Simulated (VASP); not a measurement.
# BN (R3m) in VASP: further runs

Runs on BN. Level: PBE. Tasks: relaxation of cell and atoms.

Program: VASP 6.6.1. These are calculated values, not measurements. Logs are shortened: lines on timing, memory, paths and dates and some standing lists are left out, and cuts for length are marked.

### 1 Starting point

It takes space group R3m (No. 160, trigonal). The conventional cell has a = 2.502 Å, b = 2.502 Å, c = 10.119 Å, α = 90.00°, β = 90.00°, γ = 120.00°. N (site symmetry 3m) has 3 B at 1.44 Å as nearest neighbours. Around B (site symmetry 3m) lie 3 N at 1.44 Å.

The cell is a database's computed one.

### 2 Relaxation of cell and atoms, PBE

INCAR

```
SYSTEM = BN
PREC     = Accurate       ! precision mode
ENCUT    = 580            ! plane-wave cutoff, eV
EDIFF    = 1E-7           ! SCF threshold, eV
ISMEAR   = -1             ! smearing method
SIGMA    = 0.05           ! smearing width, eV
LREAL    = .FALSE.        ! projectors in reciprocal space
LASPH    = .TRUE.         ! aspherical terms in the spheres
NELM     = 100            ! most SCF steps
ALGO     = Fast           ! electronic algorithm
ISIF     = 3              ! what is computed and relaxed
LWAVE    = .FALSE.        ! write WAVECAR
LCHARG   = .FALSE.        ! write CHGCAR
GGA      = PE             ! functional
IBRION   = 2              ! ionic algorithm
NSW      = 60             ! ionic steps
EDIFFG   = -0.005         ! ionic threshold
```

KPOINTS

```
Automatic mesh
0
G
  12 12 12
  0 0 0
```

POSCAR

```
BN
1.0
    1.2511217832      0.7223354983      3.3729344033
   -1.2511217832      0.7223354983      3.3729344033
    0.0000000000     -1.4446709966      3.3729344033
N B
1 1
Direct
    0.6672382000      0.6672382000      0.6672382000
    0.0003288000      0.0003288000      0.0003288000
```

Potentials or basis: VASP PAW PBE potentials, release 64 (N, B).

The run is started by

```sh
$ cat potpaw_PBE.64/N/POTCAR potpaw_PBE.64/B/POTCAR > POTCAR
$ mpirun -np 1 vasp_std > vasp.out
```

OUTCAR:

```text
SYSTEM = BN
   PREC = Accurate
   ENCUT = 580
   EDIFF = 1E-7
   ISMEAR = -1
   LREAL = .FALSE.
   LASPH = .TRUE.
   NELM = 100
   ISIF = 3
   GGA = PE
   IBRION = 2
   NSW = 60
   EDIFFG = -0.005

 ion  position               nearest neighbor table
   1  0.667  0.667  0.667-   2 1.44   2 1.44   2 1.44
   2  0.000  0.000  0.000-   1 1.44   1 1.44   1 1.44

  LATTYP: Found a trigonal (rhomboedric) cell.
 ALAT       =     3.6692997666
 COS(alpha) =     0.7674786797

  Lattice vectors:

 A1 = (   1.2511217832,   0.7223354983,   3.3729344033)
 A2 = (  -1.2511217832,   0.7223354983,   3.3729344033)
 A3 = (   0.0000000000,  -1.4446709966,   3.3729344033)

Analysis of symmetry for initial positions (statically):
=====================================================================
 Subroutine PRICEL returns:
 Original cell was already a primitive cell.

 Routine SETGRP: Setting up the symmetry group for a
 trigonal (rhombohedral) supercell.

 Subroutine GETGRP returns: Found  6 space group operations
 (whereof  6 operations were pure point group operations)
 out of a pool of 12 trial point group operations.

The static configuration has the point symmetry C_3v.

Analysis of symmetry for dynamics (positions and initial velocities):
=====================================================================
 Subroutine PRICEL returns:
 Original cell was already a primitive cell.

 Routine SETGRP: Setting up the symmetry group for a
 trigonal (rhombohedral) supercell.

 Subroutine GETGRP returns: Found  6 space group operations
 (whereof  6 operations were pure point group operations)
 out of a pool of 12 trial point group operations.

The dynamic configuration has the point symmetry C_3v.

 Subroutine INISYM returns: Found  6 space group operations
 (whereof  6 operations are pure point group operations),
 and found     1 'primitive' translations

----------------------------------------------------------------------------------------

                                     Primitive cell

  volume of cell :      18.2893

  direct lattice vectors                    reciprocal lattice vectors
     1.251121783  0.722335498  3.372934403     0.399641351  0.230733042  0.098825916
    -1.251121783  0.722335498  3.372934403    -0.399641351  0.230733042  0.098825916
     0.000000000 -1.444670997  3.372934403     0.000000000 -0.461466083  0.098825916

  length of vectors
     3.669299767  3.669299767  3.669299767     0.471929558  0.471929558  0.471929558

  position of ions in fractional coordinates (direct lattice)
     0.667238200  0.667238200  0.667238200
     0.000328800  0.000328800  0.000328800

  ion indices of the primitive-cell ions
   primitive index   ion index
                 1           1
                 2           2

----------------------------------------------------------------------------------------

 KPOINTS: Automatic mesh

Automatic generation of k-mesh.
 Grid dimensions read from file:
 generate k-points for:   12   12   12

 Generating k-lattice:

  Cartesian coordinates                     Fractional coordinates (reciprocal lattice)
     0.033303446  0.019227753  0.008235493     0.083333333  0.000000000  0.000000000
    -0.033303446  0.019227753  0.008235493     0.000000000  0.083333333  0.000000000
     0.000000000 -0.038455507  0.008235493     0.000000000  0.000000000  0.083333333

  Length of vectors
     0.039327463  0.039327463  0.039327463

  Shift w.r.t. Gamma in fractional coordinates (k-lattice)
     0.000000000  0.000000000  0.000000000

 Subroutine IBZKPT returns following result:
 ===========================================

 Found    189 irreducible k-points:

 Following reciprocal coordinates:
            Coordinates               Weight
  0.000000  0.000000  0.000000      1.000000
  0.083333 -0.000000 -0.000000      6.000000
  0.166667 -0.000000  0.000000      6.000000
  0.250000 -0.000000 -0.000000      6.000000
  0.333333 -0.000000  0.000000      6.000000
  0.416667 -0.000000 -0.000000      6.000000
[... 16 lines left out ...]
  0.500000  0.166667 -0.000000     12.000000
 -0.416667  0.166667  0.000000     12.000000
 [... further k-points ...]
   k-points           NKPTS =    189   k-points in BZ     NKDIM =    189   number of bands    NBANDS=      8
   number of dos      NEDOS =    301   number of ions     NIONS =      2
   total plane-waves  NPLWV =  27000
   dimension x,y,z NGX =    30 NGY =   30 NGZ =   30
   dimension x,y,z NGXF=    60 NGYF=   60 NGZF=   60
   ions per type =               1   1
   NGX,Y,Z   is equivalent  to a cutoff of  13.59, 13.59, 13.59 a.u.
   NGXF,Y,Z  is equivalent  to a cutoff of  27.18, 27.18, 27.18 a.u.
 SYSTEM =  BN
   PREC   = accura    normal or accurate (medium, high low for compatibility)
   ISTART =      0    job   : 0-new  1-cont  2-samecut
   ICHARG =      2    charge: 1-file 2-atom 10-const
   ISPIN  =      1    spin polarized calculation?
   LNONCOLLINEAR =      F non collinear calculations
   LSORBIT =      F    spin-orbit coupling
   LASPH  =      T    aspherical Exc in radial PAW
   ENCUT  =  580.0 eV  42.63 Ry    6.53 a.u.   7.21  7.21  7.21*2*pi/ulx,y,z
   NELM   =    100;   NELMIN=  2; NELMDL= -5     # of ELM steps
   EDIFF  = 0.1E-06   stopping-criterion for ELM
   LREAL  =      F    real-space projection
   EDIFFG = -.5E-02   stopping-criterion for IOM
   NSW    =     60    number of steps for IOM
   IBRION =      2    ionic relax: 0-MD 1-quasi-New 2-CG
   NFREE  =      1    steps in history (QN), initial steepest desc. (CG)
   ISIF   =      3    stress and relaxation
   ISYM   =      2    0-nonsym 1-usesym 2-fastsym
   POTIM  = 0.5000    time-step for ionic-motion
   TEBEG  =    0.0;   TEEND  =   0.0 temperature during run
   PSTRESS=    0.0 pullay stress
   NELECT =       8.0000    total number of electrons
   NUPDOWN=      -1.0000    fix difference up-down
   EMIN   =  10.00;   EMAX   =-10.00  energy-range for DOS
   EFERMI =   0.00;   METHOD = LEGACY
   ISMEAR =    -1;   SIGMA  =   0.05  broadening in eV -4-tet -1-fermi 0-gaus
   EFERMI_NEDOS =   21; number of points for ismear=-14 and -15
   IALGO  =     68    algorithm
   IMIX   =      4    mixing-type and parameters
     AMIX     =   0.40;   BMIX     =  1.00
     AMIX_MAG =   1.60;   BMIX_MAG =  1.00
  volume/ion in A,a.u.               =       9.14        61.71
  Fermi-wavevector in a.u.,A,eV,Ry     =   1.242717  2.348395 21.012099  1.544346
  Thomas-Fermi vector in A             =   2.377059
   LORBIT       =      0    0 simple, 1 ext, 2 COOP (PROOUT), +10 PAW based schemes
   GGA     = PE    functional components
   LHFCALC =     F    Hartree Fock is set to
   AEXX    =    0.0000 exact exchange contribution
   IVDW    =     0    specifies the selected vdW correction
   LEPSILON=     F    determine dielectric tensor
   LRPA    =     F    only Hartree local field effects (RPA)
 conjugate gradient relaxation of ions
 non-spin polarized calculation
 RMM-DIIS sequential band-by-band and
  energy-cutoff  :      580.00
  volume of cell :       18.29
 maximum number of plane-waves:       599
 NGX is ok and might be reduce to    30
   NGX = 15   NGY = 15   NGZ = 15

--------------------------------------- Ionic step        1  -------------------------------------------

 number of electron       8.0000000 magnetization

 Free energy of the ion-electron system (eV)
  ---------------------------------------------------
  ext. energy  EPLUGINS =         0.00000000
  ---------------------------------------------------
  free energy    TOTEN  =       -17.58304070 eV

  energy without entropy =      -17.58304070  energy(sigma->0) =      -17.58304070

------------------------ aborting loop because EDIFF is reached ----------------------------------------

  FORCE on cell =-STRESS in cart. coord.  units (eV):
  Direction    XX          YY          ZZ          XY          YZ          ZX
  --------------------------------------------------------------------------------------
  -------------------------------------------------------------------------------------
  Total        0.4755214      0.4755214      0.2449362      0.0000000      0.0000000      0.0000000
  in kB       41.6565202     41.6565202     21.4568434      0.0000000      0.0000000      0.0000000
  external PRESSURE =      34.9232946 kB  Pullay stress =       0.0000000 kB
[... 89 lines left out ...]
  FREE ENERGIE OF THE ION-ELECTRON SYSTEM (eV)
  ---------------------------------------------------
  free  energy   TOTEN  =       -17.5854196465 eV

  energy  without entropy=      -17.5854196465  energy(sigma->0) =      -17.58541965

 E-fermi :   2.6968     XC(G=0):  -9.5671

 val. band max:        1.6494076276   @ k =  -0.3333   0.3333   0.0000
 cond. band min:       6.0081877780   @ k =   0.5000   0.5000  -0.0000
 fundamental gap:      4.3587801503
 Fermi energy:         2.6967771539

 k-point     1 :       0.0000    0.0000    0.0000
  band No.  band energies     occupation
      1     -16.0205      2.00000
      2      -2.7549      2.00000
      3       0.3252      2.00000
      4       0.3252      2.00000
      5       6.5199      0.00000
      6      13.1964      0.00000
      7      13.1964      0.00000
      8      14.5095      0.00000
[... 243 lines left out ...]
 k-point    24 :      -0.4167    0.1667    0.0000
  band No.  band energies     occupation
      1     -12.6584      2.00000
      2      -6.8916      2.00000
      3      -3.7709      2.00000
      4       1.2697      2.00000
      5       6.7223      0.00000
      6      13.0069      0.00000
      7      14.9529      0.00000
      8      15.7849      0.00000

 [... further k-points ...]

[... ionic steps 4 to 7 ...]

--------------------------------------- Ionic step        8  -------------------------------------------

 number of electron       8.0000001 magnetization

------------------------ aborting loop because EDIFF is reached ----------------------------------------

  FORCE on cell =-STRESS in cart. coord.  units (eV):
  Direction    XX          YY          ZZ          XY          YZ          ZX
  --------------------------------------------------------------------------------------
  -------------------------------------------------------------------------------------
  Total        0.0094417      0.0094417     -0.0036228      0.0000000      0.0000000      0.0000000
  in kB        0.7248748      0.7248748     -0.2781339      0.0000000      0.0000000      0.0000000
  external PRESSURE =       0.3905386 kB  Pullay stress =       0.0000000 kB
[... 57 lines left out ...]
  energy  without entropy=      -17.5984208905  energy(sigma->0) =      -17.59842089

--------------------------------------- Ionic step       10  -------------------------------------------

 number of electron       8.0000000 magnetization

 Free energy of the ion-electron system (eV)
  ---------------------------------------------------
  ext. energy  EPLUGINS =         0.00000000
  ---------------------------------------------------
  free energy    TOTEN  =       -17.59929003 eV

  energy without entropy =      -17.59929003  energy(sigma->0) =      -17.59929003

 E-fermi :   2.2731     XC(G=0):  -9.1361

 val. band max:        1.1838565744   @ k =  -0.2500   0.4167   0.0833
 cond. band min:       5.6482396970   @ k =   0.5000   0.5000  -0.0000
 fundamental gap:      4.4643831226
 Fermi energy:         2.2731370882

 k-point     1 :       0.0000    0.0000    0.0000
  band No.  band energies     occupation
      1     -16.4646      2.00000
      2      -3.4748      2.00000
      3      -0.1559      2.00000
      4      -0.1559      2.00000
      5       5.8038      0.00000
      6      12.7128      0.00000
      7      12.7128      0.00000
      8      13.8629      0.00000
[... 243 lines left out ...]
 k-point    24 :      -0.4167    0.1667    0.0000
  band No.  band energies     occupation
      1     -13.1301      2.00000
      2      -7.3568      2.00000
      3      -4.2598      2.00000
      4       0.7486      2.00000
      5       6.1908      0.00000
      6      12.5052      0.00000
      7      14.3054      0.00000
      8      15.1254      0.00000

 [... further k-points ...]

------------------------ aborting loop because EDIFF is reached ----------------------------------------

  FORCE on cell =-STRESS in cart. coord.  units (eV):
  Direction    XX          YY          ZZ          XY          YZ          ZX
  --------------------------------------------------------------------------------------
  -------------------------------------------------------------------------------------
  Total       -0.0084696     -0.0084696     -0.0012175      0.0000000      0.0000000      0.0000000
  in kB       -0.6498040     -0.6498040     -0.0934067      0.0000000      0.0000000      0.0000000
  external PRESSURE =      -0.4643382 kB  Pullay stress =       0.0000000 kB
[... 17 lines left out ...]
  FREE ENERGIE OF THE ION-ELECTRON SYSTEM (eV)
  ---------------------------------------------------
  free  energy   TOTEN  =       -17.5992900252 eV

  energy  without entropy=      -17.5992900252  energy(sigma->0) =      -17.59929003

 reached required accuracy - stopping structural energy minimisation
```

Run time: 6 min. Hardware: 1 thread of Intel Xeon Platinum 8259CL at 2.50GHz (Skylake/Cascade Lake), shared host; peak memory 0.19 GiB.

What came out:

```
Free energy                            : -17.5993 eV
Relaxed volume                         : 10.44 Å³/atom
Relaxed cell                           : a = 4.086 Å, b = 4.086 Å, c = 4.086 Å, α = 35.81°, β = 35.81°, γ = 35.81°
Space group after relaxing (to 0.05 Å) : R3m (No. 160)
Energy gained by relaxing              : 8.1 meV/atom
Ionic steps                            : 10
Pressure after relaxing                : 0.0 GPa
Band gap on the k mesh                 : 4.46 eV, indirect (least direct gap 4.66 eV)
```

Step by step:
```csv
step,energy change (eV),largest force (eV/Å),pressure (GPa),volume (Å³)
1,0.0000,0.0030,3.49,18.29
2,0.0034,0.0005,-4.35,18.82
3,-0.0024,0.0017,0.32,18.50
4,-0.0037,0.0015,0.30,18.60
5,-0.0072,0.0000,0.24,18.92
6,-0.0122,0.0063,0.17,19.55
7,-0.0162,0.0274,0.06,20.81
8,-0.0162,0.0285,0.04,20.87
9,-0.0154,0.1413,-0.61,20.96
10,-0.0162,0.0019,-0.05,20.88
```

Final structure:
```cif
data_structure
_symmetry_space_group_name_H-M 'P 1'
_symmetry_Int_Tables_number 1
_cell_length_a 4.0862
_cell_length_b 4.0862
_cell_length_c 4.0862
_cell_angle_alpha 35.808
_cell_angle_beta 35.808
_cell_angle_gamma 35.808
_cell_volume 20.88
loop_
_atom_site_label
_atom_site_type_symbol
_atom_site_fract_x
_atom_site_fract_y
_atom_site_fract_z
_atom_site_occupancy
N1 N 0.66713 0.66713 0.66713 1
B1 B 0.00043 0.00043 0.00043 1
```

Levels at points of the mesh, in eV from the valence-band top:
```csv
k point,band 1,band 2,band 3,band 4,band 5,band 6,band 7,band 8
"(0.00, 0.00, 0.00)",-17.65,-4.66,-1.34,-1.34,4.62,11.53,11.53,12.68
"(0.50, 0.00, 0.00)",-14.56,-8.86,-4.10,-0.76,5.07,9.64,12.56,13.95
"(0.50, 0.50, 0.00)",-14.54,-8.82,-4.12,-1.03,4.46,9.79,13.46,15.83
"(0.50, 0.50, 0.50)",-17.56,-5.68,-1.34,-1.34,8.66,11.03,11.51,11.51
```

A k mesh can miss the band edges. A hybrid or GW would open this gap; PBE tends to underestimate it.

### 3 Relaxation of cell and atoms, PBE

INCAR

```
  PREC = Accurate
  ENCUT = 600
  EDIFF = 1E-6
  ISMEAR = -1
  SIGMA = 0.05
  LREAL = F
  LASPH = T
  NELM = 80
  ALGO = Fast
  ISIF = 3
  LWAVE = F
  LCHARG = F
  GGA = PE
  IBRION = 2
  NSW = 40
  EDIFFG = -0.02
```

KPOINTS

```
regular mesh
0
Gamma
  12 12 12
```

POSCAR is that of step 2.

Potentials or basis: VASP PAW PBE potentials, release 64 (N, B).

The run is started by

```sh
$ cat potpaw_PBE.64/N/POTCAR potpaw_PBE.64/B/POTCAR > POTCAR
$ mpirun -np 1 vasp_std > vasp.out
```

Wall time 5.2 min (1 thread of Intel Xeon Platinum 8259CL at 2.50GHz (Skylake/Cascade Lake), shared host); peak memory 0.2 GiB.

The run converged. Its results:

```
Free energy                            : -17.6005 eV
Relaxed volume                         : 10.41 Å³/atom
Relaxed cell                           : a = 4.076 Å, b = 4.076 Å, c = 4.076 Å, α = 35.90°, β = 35.90°, γ = 35.90°
Space group after relaxing (to 0.05 Å) : R3m (No. 160)
Energy gained by relaxing              : 8.1 meV/atom
Ionic steps                            : 9
Pressure after relaxing                : -0.1 GPa
Largest force after relaxing           : 0.013 eV/Å
Band gap on the k mesh                 : 4.46 eV, indirect (least direct gap 4.66 eV)
```

Forces in eV/Å, atoms in the order of the input:
```
N    0.000  0.000  0.013
B    0.000  0.000 -0.013
```

Stress tensor (GPa, compression positive):
```
-0.22  0.00  0.00
 0.00 -0.22  0.00
 0.00  0.00  0.15
```

The path:
```csv
step,energy change (eV),largest force (eV/Å),pressure (GPa),volume (Å³)
1,0.0000,0.0031,3.50,18.29
2,0.0035,0.0005,-4.39,18.82
3,-0.0023,0.0017,0.31,18.49
4,-0.0036,0.0015,0.30,18.59
5,-0.0070,0.0001,0.37,18.90
6,-0.0118,0.0064,0.53,19.50
7,-0.0160,0.0274,0.85,20.71
8,-0.0097,0.0546,-4.39,21.43
9,-0.0163,0.0128,-0.10,20.83
```

Final structure:
```xyz
2
Lattice="1.2564 0.7254 3.8094 -1.2564 0.7254 3.8094 0.0000 -1.4507 3.8094" Properties=species:S:1:pos:R:3 pbc="T T T"
N     0.0000    0.0000    7.6238
B     0.0000    0.0000    0.0054
```

Levels at points of the mesh, in eV from the valence-band top:
| k point | band 2 | band 3 | band 4 | band 5 | band 6 | band 7 |
| --- | --- | --- | --- | --- | --- | --- |
| (0.00, 0.00, 0.00) | -4.65 | -1.34 | -1.34 | 4.63 | 11.53 | 11.53 |
| (0.50, 0.00, 0.00) | -8.86 | -4.10 | -0.76 | 5.07 | 9.63 | 12.57 |
| (0.50, 0.50, 0.00) | -8.82 | -4.12 | -1.03 | 4.46 | 9.79 | 13.47 |
| (0.50, 0.50, 0.50) | -5.68 | -1.34 | -1.34 | 8.69 | 11.06 | 11.50 |

[end of part 1 of 2]
